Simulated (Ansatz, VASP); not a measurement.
## WS2: VASP beside Ansatz

Wanted: the spread between two codes on one cell, functional and k mesh. The structure shown is the start of the Ansatz relaxation below; VASP solves that cell, so the two are compared at the walk's first step.

Method: plane waves, with VASP 6.6.1 beside it; single point at PBEsol, single point at PBE and single point at LDA, in Ansatz 0.2.0.

### Step 1. The structure

The cell holds 3 atoms: 2 S and 1 W. Cell: a = 3.180 Å, b = 3.180 Å, c = 19.125 Å, α = 90.0°, β = 90.0°, γ = 120.0°. It derives from WS2. Vacuum lies along c.

### Step 2. Ansatz: relaxation, PBEsol

Ansatz runs on its default PAW (the set named soft_2) files.

The two programs are compared at the cell with which this relaxation starts, whose forces are those of its first step.

File input.yaml:

```yaml
crystal:
  lattice:
    - [3.18, 0.0, 0.0]
    - [-1.59, 2.753960784, 0.0]
    - [0.0, 0.0, 19.125]
  atoms:
    - { symbol: S, position: [0.666666667, 0.333333333, 0.581699346] }
    - { symbol: W, position: [0.333333333, 0.666666667, 0.5] }
    - { symbol: S, position: [0.666666667, 0.333333333, 0.418300654] }
kpoints:
  mp_grid: { grid: [12, 12, 1] }
scf:
  occupations: { method: fermi_dirac, width: 0.02 }
  n_extra_bands: 8
hamiltonian:
  xc: pbesol
  pseudopotentials: { kind: paw }
output:
  forces: true
  write_potential: true
  volumetric_format: []
relax:
  f_tol: 0.01
  max_steps: 40
  cell: { fix: [c, alpha, beta] }
```

Started as:

```bash
> ansatz run input.yaml --threads 4 --pin off --max-ram 8192MiB --backend cpu --events-out ev --progress --plain --runs-dir out
```

Numbers of over 12 decimals in the logs are rounded to 6 here.

The program printed:

```text
scf.n_extra_bands = 8 over 13 filled bands (N_el = 26.0): the run solves 21 bands
Engine: ansatz 0.2.0, aarch64-unknown-linux-gnu
Pseudopotentials: kind: paw
Pseudopotential: S, paw, valence charge 6, recommended cutoff 420 eV (normal), S.paw.azcp
Pseudopotential: W, paw, valence charge 14, recommended cutoff 420 eV (normal), W.paw.azcp
Functional definition: PBEsol
  exchange = pbesol_x
  correlation = pbesol_c
Crystal: 3 atoms, lattice volume = 167.489 Å³
Basis set: ecut = 420 eV, 3291 PW (Γ), exchange–correlation on 48×48×256 points (8 copies of the dense FFT grid, shifted against one another)
Bands: 21, of which v1, the nominal top of the filled ones, is band 13 counted from 1 (12 counted from 0)
Symmetry: 12 space group operations
Space group: P-6m2 (ITA 187), of the structure as read, at distance tolerance 5.5e-5 Å
k-points: 19 of 144 (time reversal used)
Non-local potential: S, projectors of the file, l = 0: 2, l = 1: 2, l = 2: 2
Non-local potential: W, projectors of the file, l = 0: 3, l = 1: 2, l = 2: 2, l = 3: 1
PAW form: soft (Blöchl's): semilocal exchange-correlation on the pseudo side does not see the compensation charge
PAW frozen core: S, regenerated for the run's functional, and the local potential with it (the file was generated under x = pbe(κ = 0.804, μ = 0.219515), c = pbe(β = 0.066725))
PAW frozen core: W, regenerated for the run's functional, and the local potential with it (the file was generated under x = pbe(κ = 0.804, μ = 0.219515), c = pbe(β = 0.066725))
PAW one-centre angular grid: S, 110 points (default); XC on 64 Gauss nodes
PAW one-centre angular grid: W, 590 points (default); XC on 64 Gauss nodes
Initial density: superposition of atomic densities (neutral atoms: chi_scale 0, normalization atom), corrected by the library's trained network
Initial wavefunctions: pseudopotential atomic-orbital guess
Functional: x = pbesol(κ = 0.804, μ = 0.123457), c = pbesol(β = 0.046)
SCF iter   1: F=—  HF=-12029.050746 eV  |F-HF|=—  |Δ(HF+E_count)|=         —  Δρ=5.23e-3  dr2=1.06e-1  ethr=1.77e-3  ⟨swp⟩=9.5  Hψ=2837  notcnv=0
preconditioner: auto → none  [insulator: Δε(μ)=1.718 eV  Ē_g=10.747 eV  σ=0.020 eV  W_gap=1.00  n_scr=12 (ndim 8)  ℏωp=12.2 eV  f_vac=0.650  D(μ)=0.00/eV (n_scr^D=0)  ε∞_Penn≈2.3]
SCF iter   2: F=—  HF=-12029.095815 eV  |F-HF|=—  |Δ(HF+E_count)|=   4.51e-2  Δρ=7.52e-3  dr2=3.54e-1  ethr=4.08e-4  ⟨swp⟩=3.5  Hψ=866  notcnv=0  defer=68  recentre
SCF iter   3: F=—  HF=-12029.038359 eV  |F-HF|=—  |Δ(HF+E_count)|=   5.75e-2  Δρ=1.87e-3  dr2=4.07e-3  ethr=4.08e-4  ⟨swp⟩=3.0  Hψ=609  notcnv=0  defer=68
SCF iter   4: F=—  HF=-12029.041674 eV  |F-HF|=—  |Δ(HF+E_count)|=   3.31e-3  Δρ=4.07e-4  dr2=1.72e-4  ethr=1.56e-5  ⟨swp⟩=2.2  Hψ=746  notcnv=0  defer=67
SCF iter   5: F=—  HF=-12029.041805 eV  |F-HF|=—  |Δ(HF+E_count)|=   1.31e-4  Δρ=1.47e-4  dr2=1.58e-5  ethr=6.63e-7  ⟨swp⟩=2.4  Hψ=571  notcnv=0  defer=67
SCF iter   6: F=—  HF=-12029.041753 eV  |F-HF|=—  |Δ(HF+E_count)|=   5.17e-5  Δρ=3.20e-5  dr2=2.08e-6  ethr=6.06e-8  ⟨swp⟩=2.5  Hψ=653  notcnv=0  defer=67
SCF iter   7: F=-12029.041752 eV  HF=-12029.041752 eV  |F-HF|=2.29e-8  |Δ(HF+E_count)|=   6.51e-7  Δρ=6.42e-6  dr2=7.26e-8  ethr=3.85e-10  ⟨swp⟩=9.9  Hψ=2929  notcnv=0
SCF 1 converged in 7 iterations: F = -12029.041752 eV  dr2 = 7.26e-8
  greatest PAW one-centre occupation: 1.000 electrons in one spin orbital (limit 2), on the W atom at site 1 (counted from 0), in its partial waves of l = 0
relax step   1: F+E_penalty+E_count = -12029.04175247 eV  Δ(F+E_penalty+E_count) = +0.000e0 eV  max|allowed force component| = 1.611e-1 eV/Å  Δτ_max = 0.0000 Å  P = -0.953 GPa  Ω = 167.489 Å³  fix = [c, alpha, beta]  reactions: c -0.482 GPa  (7 SCF iters, dr2 threshold 1.00e-7 eV, accepted)
[...]
relax step   2: F+E_penalty+E_count = -12029.04916435 eV  Δ(F+E_penalty+E_count) = -7.412e-3 eV  max|allowed force component| = 9.477e-2 eV/Å  Δτ_max = 0.0174 Å  P = +0.314 GPa  Ω = 161.524 Å³  energy of the carried Pulay correction = +3.034e-4 eV  fix = [c, alpha, beta]  reactions: c -0.297 GPa  (6 SCF iters, dr2 threshold 3.00e-7 eV, accepted)
[...]
relax step   3: F+E_penalty+E_count = -12029.05479931 eV  Δ(F+E_penalty+E_count) = -5.635e-3 eV  max|allowed force component| = 7.409e-3 eV/Å  Δτ_max = 0.0130 Å  P = -0.028 GPa  Ω = 163.972 Å³  energy of the carried Pulay correction = +1.776e-4 eV  fix = [c, alpha, beta]  reactions: c -0.023 GPa  (6 SCF iters, dr2 threshold 3.00e-7 eV, accepted)
[...]
relax step   4: F+E_penalty+E_count = -12029.05462350 eV  Δ(F+E_penalty+E_count) = +1.758e-4 eV  max|allowed force component| = 7.303e-3 eV/Å  Δτ_max = 0.0000 Å  P = -0.028 GPa  Ω = 163.972 Å³  fix = [c, alpha, beta]  reactions: c -0.022 GPa  stress off target by 3.10e-2 GPa on what of the cell is left free  SCF on the basis re-selected at this cell (its energy is not comparable with the rows above)  (6 SCF iters)
basis re-selected at this cell: Δ(F+E_penalty+E_count) = +1.758e-4 eV, ΔP = -0.000 GPa vs the last step (what re-selecting the basis moved, of the pressure what is left beyond the Pulay correction that the steps carried, after the strain that the cell walked since its last selection, with what the two solves' SCF thresholds leave and, on support functions, any second-order correction that the steps lacked; it is no m [...]
SCF converged after 6 iterations
Free energy (F): -12029.054624 eV
Harris-Foulkes:  -12029.054624 eV  (|F-HF|=1.82e-11)
Internal energy: -12029.054624 eV  (E = F + TS)
E sigma→0 (E₀):  -12029.054624 eV
Fermi energy:    0.654006 eV
--- Per-component energies (eV) ---
  E_band       = -482.109067
  E_kinetic    = 666.911653
  E_local      = -15094.363682  (includes V_loc(G=0)·N_el)
  E_nonlocal   = 60.297448
  E_hartree    = 7218.655180
  E_xc         = -458.624368
  E_vxc        = -414.845369  (∫ρ·V_xc dr)
  E_paw        = -9604.531581  (= ΣΔE_a)
  E_vpaw       = -137.419440  (= ΣTr[D̂ρ^β])
  E_aug_tail   = -0.000066  (compensation charges beyond the density's cutoff)
  E_ewald      = 5182.255101
  E_core_change = 0.345691  (= ΣΔE_core)
  E_smearing   = -0.000000  (= −TS)
  E_closure    = 0.000000  (closes the sum)
  Σ components = -12029.054624   (vs F -12029.054624, Δ=0.00e0)
--- Forces (eV/Å), atoms counted from 1 ---
  atom   1  S      0.00000000    -0.00000000    -0.00730278
  atom   2  W      0.00000000     0.00000000    -0.00000000
  atom   3  S      0.00000000     0.00000000     0.00730278
  max |Σ_I F_I| component: 9.25e-18 eV/Å
--- Stress (GPa, compression-positive) ---
       -0.031039       0.000000       0.000000
        0.000000      -0.031039       0.000000
        0.000000       0.000000      -0.022277
  P = ⅓ Tr σ = -0.0281 GPa (-0.281 kbar)
--- Band table (eV; the first three rows and the last of 19) ---
  k-point 0: bands = [... 9 lower, -2.4918, -1.8821, -1.8821, -0.4366, 2.6758, 2.6758, 2.8532, 2.8532, ... 4 higher]
  k-point 1: bands = [... 9 lower, -2.8859, -2.0714, -1.6968, -0.4857, 2.5407, 2.5647, 2.7425, 2.8994, ... 4 higher]
  k-point 2: bands = [... 9 lower, -2.7182, -2.5105, -1.6987, -0.7324, 2.0822, 2.5048, 2.5692, 3.4090, ... 4 higher]
  k-point 18: bands = [... 9 lower, -4.2093, -3.6187, -2.7102, -0.3126, 1.6213, 2.9915, 3.8496, 5.4490, ... 4 higher]
--- Relaxed structure (3 steps of the walk, 3 accepted, 1 SCFs on fresh bases) ---
  F+E_penalty+E_count = -12029.05462350 eV   max|allowed force component| = 7.303e-3 eV/Å   (the final SCF, on the basis selected at the relaxed cell)
  cell:  # Å, volume = 163.9715 Å³
    - [3.146431, -1.8634558192288077e-18, 0]
    - [-1.573215, 2.724889, 0]
    - [0, 0, 19.125]
  atoms:
    - { symbol: S, position: [0.666667, 0.333333, 0.581930] }
    - { symbol: W, position: [0.333333, 0.666667, 0.500000] }
    - { symbol: S, position: [0.666667, 0.333333, 0.418070] }
```

In the SCF lines HF is the Harris–Foulkes energy and dr2 the Hartree energy of the density residual, in eV; the loop may stop once dr2 is under the threshold and the program's other checks hold. Hψ counts applications of the Hamiltonian.

### Step 3. VASP: single point, PBEsol, start cell

The same cell, functional, mesh and smearing now go to VASP, with its own data sets.

Lines of VASP's logs that name or quote its potential files are left out, and so is its time.

File INCAR:

```
SYSTEM = WS2
PREC = Accurate
ENCUT = 520
EDIFF = 1E-06
NELM = 120
ISMEAR = -1
SIGMA = 0.02
LREAL = .FALSE.
ALGO = Normal
GGA = PS
NBANDS = 15
LASPH = .TRUE.
LORBIT = 11
LWAVE = .FALSE.
LCHARG = .FALSE.
ISIF = 2
GGA_COMPAT = .FALSE.
EFERMI = MIDGAP
KPAR = 2
```

File POSCAR:

```
WS2
1.0
    3.1800000000      0.0000000000      0.0000000000
   -1.5900000000      2.7539610000      0.0000000000
    0.0000000000      0.0000000000     19.1250000000
S W
2 1
Direct
    0.6666666667      0.3333333333      0.5816993464
    0.6666666667      0.3333333333      0.4183006536
    0.3333333333      0.6666666667      0.5000000000
```

File KPOINTS:

```
Automatic mesh
0
Gamma
12 12 1
0 0 0
```

PAW data sets: S and W (PBE family, release 64).

Started as:

```bash
> mpirun -np 2 vasp_std
```

The program printed:

```text
[banner, memory and clock lines left out]
running    2 mpi-ranks, on    1 nodes
 distrk:  each k-point on    1 cores,    2 groups
 distr:  one band on    1 cores,    1 groups

 POSCAR found type information on POSCAR S W
 POSCAR found :  2 types and       3 ions
|                                                                             |
|               ----> ADVICE to this user running VASP <----                  |
|                                                                             |
|     You enforced a specific xc type in the INCAR file but a different       |
|     [... a line on the potential file left out ...]
|     I HOPE YOU KNOW WHAT YOU ARE DOING!                                     |
|                                                                             |

 LDA part: xc-table for (Slater+PW92), standard interpolation
 POSCAR, INCAR and KPOINTS ok, starting setup
 FFT: planning ... GRIDC
 FFT: planning ... GRID_SOFT
 FFT: planning ... GRID
 WAVECAR not read
 entering main loop
       N       E                     dE             d eps       ncg     rms          rms(c)
DAV:   1     0.123245803625E+03    0.12325E+03   -0.64766E+03   570   0.905E+02
DAV:   2    -0.130272076207E+02   -0.13627E+03   -0.12600E+03   934   0.183E+02
DAV:   3    -0.264235025159E+02   -0.13396E+02   -0.13264E+02   815   0.664E+01
DAV:   4    -0.266807149916E+02   -0.25721E+00   -0.25692E+00   711   0.110E+01
DAV:   5    -0.266876811685E+02   -0.69662E-02   -0.69655E-02   840   0.173E+00    0.282E+01
DAV:   6    -0.255162138174E+02    0.11715E+01   -0.31525E+00   862   0.127E+01    0.122E+01
DAV:   7    -0.253678153501E+02    0.14840E+00   -0.10268E+00   710   0.809E+00    0.597E+00
DAV:   8    -0.252960661234E+02    0.71749E-01   -0.14908E-01   780   0.332E+00    0.896E-01
DAV:   9    -0.252944601581E+02    0.16060E-02   -0.26525E-02   822   0.113E+00    0.427E-01
DAV:  10    -0.252929023709E+02    0.15578E-02   -0.64702E-03   780   0.569E-01    0.193E-01
DAV:  11    -0.252928841898E+02    0.18181E-04   -0.51341E-04   773   0.187E-01    0.760E-02
DAV:  12    -0.252927183680E+02    0.16582E-03   -0.38722E-04   787   0.120E-01    0.430E-02
DAV:  13    -0.252927678742E+02   -0.49506E-04   -0.37150E-05   760   0.439E-02    0.260E-02
DAV:  14    -0.252929953111E+02   -0.22744E-03   -0.42202E-05   647   0.343E-02    0.264E-02
DAV:  15    -0.252930346767E+02   -0.39366E-04   -0.91434E-06   738   0.172E-02    0.633E-03
DAV:  16    -0.252930683430E+02   -0.33666E-04   -0.59599E-06   633   0.113E-02    0.888E-03
DAV:  17    -0.252930731163E+02   -0.47733E-05   -0.54852E-07   629   0.392E-03    0.185E-03
DAV:  18    -0.252930878902E+02   -0.14774E-04   -0.14082E-06   650   0.425E-03    0.310E-03
DAV:  19    -0.252930947136E+02   -0.68234E-05   -0.13665E-07   663   0.195E-03    0.908E-04
DAV:  20    -0.252931085221E+02   -0.13808E-04   -0.85465E-07   592   0.309E-03    0.117E-03
DAV:  21    -0.252931105300E+02   -0.20079E-05   -0.69485E-08   656   0.123E-03    0.467E-04
DAV:  22    -0.252931117702E+02   -0.12401E-05   -0.46623E-08   502   0.701E-04    0.170E-04
DAV:  23    -0.252931122180E+02   -0.44787E-06   -0.21852E-08   558   0.440E-04
   1 F= -.25293112E+02 E0= -.25293112E+02  d E =-.712417E-21
```

From OUTCAR (step 3):

```text
ion  position               nearest neighbor table
   1  0.667  0.333  0.582-   3 2.41   3 2.41   3 2.41
   2  0.667  0.333  0.418-   3 2.41   3 2.41   3 2.41
   3  0.333  0.667  0.500-   1 2.41   2 2.41   1 2.41   2 2.41   1 2.41   2 2.41

  LATTYP: Found a hexagonal cell.
 ALAT       =     3.1800000000
 C/A-ratio  =     6.0141509434

 Subroutine GETGRP returns: Found 12 space group operations
 (whereof 12 operations were pure point group operations)

The static configuration has the point symmetry D_3h.

 Found     19 irreducible k-points:

   k-points           NKPTS =     19   k-points in BZ     NKDIM =     19   number of bands    NBANDS=     15

   dimension x,y,z NGX =    24 NGY =   24 NGZ =  144
   dimension x,y,z NGXF=    48 NGYF=   48 NGZF=  288

   ENCUT  =  520.0 eV  38.22 Ry    6.18 a.u.   5.91  5.91 35.56*2*pi/ulx,y,z

   NELECT =      18.0000    total number of electrons

 k-points in reciprocal lattice and weights: Automatic mesh
   0.00000000  0.00000000  0.00000000       0.007
   0.08333333 -0.00000000  0.00000000       0.042
   0.16666667 -0.00000000  0.00000000       0.042
   0.25000000  0.00000000  0.00000000       0.042
   0.33333333 -0.00000000  0.00000000       0.042
   0.41666667 -0.00000000  0.00000000       0.042
   0.50000000  0.00000000  0.00000000       0.021
   0.08333333  0.08333333  0.00000000       0.042
   0.16666667  0.08333333  0.00000000       0.083
[...]
0.33333333  0.25000000  0.00000000       0.083
   0.33333333  0.33333333  0.00000000       0.014

 average (electrostatic) potential at core
       1 -93.5303       2 -93.5303       3 -47.4666

 E-fermi :  -1.2264

 k-point     1 :       0.0000    0.0000    0.0000
  band No.  band energies     occupation
    ...
      5      -4.9990      2.00000
      6      -4.1909      2.00000
      7      -3.7398      2.00000
      8      -3.7398      2.00000
      9      -2.1580      2.00000
     10       0.7880      0.00000
     11       0.7880      0.00000
     12       0.9741      0.00000
     13       0.9741      0.00000
     14       2.9289      0.00000
    ...

 k-point     2 :       0.0833   -0.0000    0.0000
  band No.  band energies     occupation
    ...
      5      -4.8851      2.00000
      6      -4.6168      2.00000
      7      -3.9211      2.00000
      8      -3.5123      2.00000
      9      -2.2182      2.00000
     10       0.6794      0.00000
     11       0.6886      0.00000
     12       0.8677      0.00000
     13       1.0029      0.00000
     14       3.2424      0.00000
    ...

 k-point     3 :       0.1667   -0.0000    0.0000
  band No.  band energies     occupation
    ...
      5      -5.2788      2.00000
      6      -4.5701      2.00000
      7      -4.3436      2.00000
      8      -3.4880      2.00000
      9      -2.4879      2.00000
     10       0.2802      0.00000
     11       0.6348      0.00000
     12       0.6854      0.00000
     13       1.4964      0.00000
     14       3.7343      0.00000
    ...

  Total       -1.4128831     -1.4128833     -0.6183750      0.0000000      0.0000000      0.0000000
  in kB      -13.5154488    -13.5154509     -5.9152914      0.0000000      0.0000000      0.0000000
  external PRESSURE =     -10.9820637 kB  Pullay stress =       0.0000000 kB

  energy-cutoff  :      520.00
  volume of cell :      167.49
      direct lattice vectors                 reciprocal lattice vectors
     3.180000000  0.000000000  0.000000000     0.314465409  0.181556674  0.000000000
    -1.590000000  2.753961000  0.000000000     0.000000000  0.363113348  0.000000000
     0.000000000  0.000000000 19.125000000     0.000000000  0.000000000  0.052287582

 POSITION                                       TOTAL-FORCE (eV/Angst)
 -----------------------------------------------------------------------------------
      1.59000      0.91799     11.12500        -0.000000     -0.000000     -0.189895
      1.59000      0.91799      8.00000         0.000000     -0.000000      0.189895
     -0.00000      1.83597      9.56250        -0.000000      0.000000     -0.000000
 -----------------------------------------------------------------------------------
    total drift:                               -0.000000     -0.000001      0.000000

  FREE ENERGIE OF THE ION-ELECTRON SYSTEM (eV)
  ---------------------------------------------------
  free  energy   TOTEN  =       -25.2931122180 eV

  energy  without entropy=      -25.2931122180  energy(sigma->0) =      -25.29311222

 total charge
# of ion       s       p       d       tot
------------------------------------------
    1        1.352   2.341   0.000   3.693
    2        1.352   2.341   0.000   3.693
    3        0.560   0.707   4.269   5.536
--------------------------------------------------
tot          3.264   5.390   4.269  12.922

[... 3 further parts left out ...]
```

### Step 4. Side by side

Known differences besides the potentials themselves: the data sets hold 26 valence electrons in Ansatz (on its default PAW (the set named soft_2) files) and 18 in VASP; the cutoff is 420 eV in Ansatz and 520 eV in VASP; Ansatz makes its cores anew for this functional, VASP keeps those of its PBE data sets. Total energies have different zeros and are not compared.

Forces (eV/Å; atoms numbered as in POSCAR):

```tsv
atom	Ansatz x, y, z	VASP x, y, z
S1	0.000, 0.000, -0.161	0.000, 0.000, -0.190
S2	0.000, 0.000, 0.161	0.000, 0.000, 0.190
W3	0.000, 0.000, 0.000	0.000, 0.000, 0.000
```

The forces differ by 14 meV/Å r.m.s., which is 15.2 % of the r.m.s. force of 0.090 eV/Å (both taken over all components). With vacuum in the cell, a pressure given here is an average over mostly empty space and none of the material.

### Step 5. Other set-ups

Further runs change the set-up of one program: Ansatz's method, potentials or start, or VASP's data sets, cutoff or form of LDA. The table gives that difference for each run.

```tsv
run	r.m.s. force difference (meV/Å)
as above	14
VASP with the data sets S and W_sv and a cutoff of 400 eV	10
```

### Step 6. Ansatz: relaxation, PBE

The two programs are compared at the cell with which this relaxation starts, whose forces are those of its first step.

The structure compared here is the start of the Ansatz relaxation; VASP solves that cell, so the two are compared at the walk's first step.

input.yaml, as its differences from that of step 2:

```diff
@@ -15,3 +15,3 @@
 hamiltonian:
-  xc: pbesol
+  xc: pbe
   pseudopotentials: { kind: paw }
```

Started as:

```bash
> ansatz run input.yaml --threads 4 --pin off --max-ram 8192MiB --backend cpu --events-out ev --progress --plain --runs-dir out
```

The program printed:

```text
[...]
Crystal: 3 atoms, lattice volume = 167.489 Å³
Basis set: ecut = 420 eV, 3291 PW (Γ), exchange–correlation on 48×48×256 points (8 copies of the dense FFT grid, shifted against one another)
Bands: 21, of which v1, the nominal top of the filled ones, is band 13 counted from 1 (12 counted from 0)
Symmetry: 12 space group operations
[...]
--- Relaxed structure (3 steps of the walk, 3 accepted, 1 SCFs on fresh bases) ---
[...]
cell:  # Å, volume = 168.4717 Å³
    - [3.189315, 5.171051268020956e-19, 0]
    - [-1.594658, 2.762028, 0]
    - [0, 0, 19.125]
  atoms:
    - { symbol: S, position: [0.666667, 0.333333, 0.582103] }
    - { symbol: W, position: [0.333333, 0.666667, 0.5] }
    - { symbol: S, position: [0.666667, 0.333333, 0.417897] }
[key lines of the parts left out:]
SCF converged after 8 iterations
Free energy (F): -12191.436938 eV
Fermi energy:    0.493417 eV
P = ⅓ Tr σ = -0.0275 GPa (-0.275 kbar)
```

(Part 1 of 2 ends here.)

[Lines on the potential files, build, host, timing and source positions are cut from VASP's logs without a mark.]

[Logs are printed without paths, hosts, clocks, repeated set-up lines and the standing remarks that a program may print on its own settings, such as how far it seeks lower states.]

[Hosts, paths, dates, database ids (printed as entryN), source tags and the programs' standing remarks are cut or masked in the printed files.]
